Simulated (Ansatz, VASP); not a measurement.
## MnS in VASP and in Ansatz

The input INCAR:

```
PREC     = Accurate       # precision mode
ENCUT    = 520            # plane-wave cutoff, eV
EDIFF    = 1E-6           # SCF threshold, eV
ISMEAR   = -1             # smearing method
SIGMA    = 0.05           # smearing width, eV
LREAL    = F              # projectors in reciprocal space
LASPH    = T              # aspherical terms in the spheres
NELM     = 150            # most SCF steps
ALGO     = Normal         # electronic algorithm
ISIF     = 2              # what is computed and relaxed
LWAVE    = F              # write WAVECAR
LCHARG   = F              # write CHGCAR
ISPIN    = 2              # spin polarisation
MAGMOM   = 5.5 0          # initial moments
LORBIT   = 11             # projections on sites
LMAXMIX  = 4              # l up to which the mixer works
GGA      = PE             # functional
NBANDS   = 20             # bands
```

File KPOINTS:

```
regular mesh
0
Gamma
  9 9 9
```

The input POSCAR:

```
MnS
1.0
    0.0000000000      2.4734634191      2.4734634191
    2.4734634191      0.0000000000      2.4734634191
    2.4734634191      2.4734634191      0.0000000000
Mn S
1 1
Direct
    0.0000000000      0.0000000000      0.0000000000
    0.7500000000      0.7500000000      0.7500000000
```

The input input.yaml:

```yaml
crystal:
  lattice:
    - [0.0, 2.4734634191, 2.4734634191]
    - [2.4734634191, 0.0, 2.4734634191]
    - [2.4734634191, 2.4734634191, 0.0]
  atoms:
    - { symbol: Mn, position: [0.0, 0.0, 0.0], spin: 4.0 }
    - { symbol: S, position: [0.75, 0.75, 0.75] }
hamiltonian:
  xc: pbe
  pseudopotentials: { kind: paw }
magnetization:
  spin_polarized: true
kpoints:
  mp_grid: { grid: [9, 9, 9] }
scf:
  occupations: { method: fermi_dirac, width: 0.05 }
output:
  forces: true
  stress: true
  eigenvalues: true
  write_density: true
  write_potential: true
  elf: true
  volumetric_format: npy
```

The cell is a database's computed one.

Alike in both runs: task single point; functional PBE; k mesh 9 × 9 × 9; occupations fermi-dirac, width 0.05 eV; collinear spin, ferromagnetic start.

|  | VASP | Ansatz |
| --- | --- | --- |
| version | VASP 6.6.1 | Ansatz 0.2.0 |
| potentials or method | VASP PAW PBE potentials, release 64 (Mn_pv, S) | Ansatz PAW |
| plane-wave cutoff (eV) | 520 | 420 |
| valence electrons in the cell | 19 | 21 |

|  | VASP | Ansatz | Ansatz less VASP |
| --- | --- | --- | --- |
| gap on the k mesh at the Fermi level (eV) | none | none | - |
| pressure (GPa) | 3.0 | 3.0 | -0.07 |
| net moment per atom (μB) | 0.11 | 0.11 | +0.003 |
| size of the moment on the site where the two differ most (μB) | 0.21 | 0.19 | -0.018 |

Site moments also hang on the region over which each program counts them. A gap of «none» marks a metal or a gap that the smearing closes. With one functional, cell and mesh, what is left measures potentials, basis and numerics. The two sets of potentials don't hold the same shells in valence.

Caveats: semilocal functionals often make such compounds metallic where correlation or magnetic order opens a gap, which also shifts bond lengths; the moment fell far below its start of 5.5 μB, so a state of higher moment may lie lower in energy (VASP); the moment fell far below its start of 4 μB, so a state of higher moment may lie lower in energy (Ansatz); the starting moments weren't kept (Ansatz). With open d or f shells a metallic result of PBE can be an artefact of self-interaction; +U or a hybrid may open a gap.
